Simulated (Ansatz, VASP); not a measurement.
# One calculation of Ge, two programs

INCAR

```
SYSTEM = Ge
PREC     = Accurate       ! precision mode
ENCUT    = 520            ! plane-wave cutoff, eV
EDIFF    = 1E-6           ! SCF threshold, eV
ISMEAR   = -1             ! smearing method
SIGMA    = 0.1            ! smearing width, eV
LREAL    = .FALSE.        ! projectors in reciprocal space
LASPH    = .TRUE.         ! aspherical terms in the spheres
NELM     = 100            ! most SCF steps
ALGO     = Normal         ! electronic algorithm
ISIF     = 2              ! what is computed and relaxed
LWAVE    = .FALSE.        ! write WAVECAR
LCHARG   = .TRUE.         ! write CHGCAR
GGA      = B5             ! functional
ALDAX    = 1.0          
AGGAX    = 1.0          
AGGAC    = 1.0          
ALDAC    = 0.0          
LELF     = .TRUE.         ! ELF
LVHAR    = .TRUE.       
NBANDS   = 13             ! bands
```

File KPOINTS:

```
Automatic mesh
0
G
  14 14 14
  0 0 0
```

File POSCAR:

```
Ge
1.0
    0.0000000000      2.2757323052      2.2757323052
    2.2757323052      0.0000000000      2.2757323052
    2.2757323052      2.2757323052      0.0000000000
Ge
1
Direct
    0.0000000000      0.0000000000      0.0000000000
```

Input for Ansatz:

```yaml
crystal:
  lattice:
    - [0.0, 2.2757323052, 2.2757323052]
    - [2.2757323052, 0.0, 2.2757323052]
    - [2.2757323052, 2.2757323052, 0.0]
  atoms:
    - { symbol: Ge, position: [0.0, 0.0, 0.0] }
hamiltonian:
  xc: blyp
  pseudopotentials:
    kind: paw
    azcp:
      Ge: "pseudopotentials/Ge.paw.azcp"
basis:
  ecutwfc: 420
  fft_grid_basis: typed
kpoints:
  mp_grid: { grid: [14, 14, 14], shift: [0, 0, 0] }
magnetization:
  spin_polarized: false
scf:
  occupations: { method: fermi_dirac, width: 0.1 }
  lower_state_search: "off"
output:
  stress: true
```

Alike in both runs: task single point; functional BLYP; k mesh 14 × 14 × 14; occupations fermi-dirac, width 0.1 eV; no spin polarisation.

|  | VASP | Ansatz |
| --- | --- | --- |
| version | VASP 6.6.1 | Ansatz 0.2.0 |
| potentials or method | VASP PAW PBE potentials, release 64 (Ge_d) | plane waves (420 eV) with PAW, scalar-relativistic |
| plane-wave cutoff (eV) | 520 | 420 |
| valence electrons in the cell | 14 | 14 |

```csv
,VASP,Ansatz,Ansatz less VASP
pressure (GPa),-3.1,-3.1,+0.07
```

Caveats: the PAW data sets were made with another functional, which shifts forces and pressure a little (VASP).
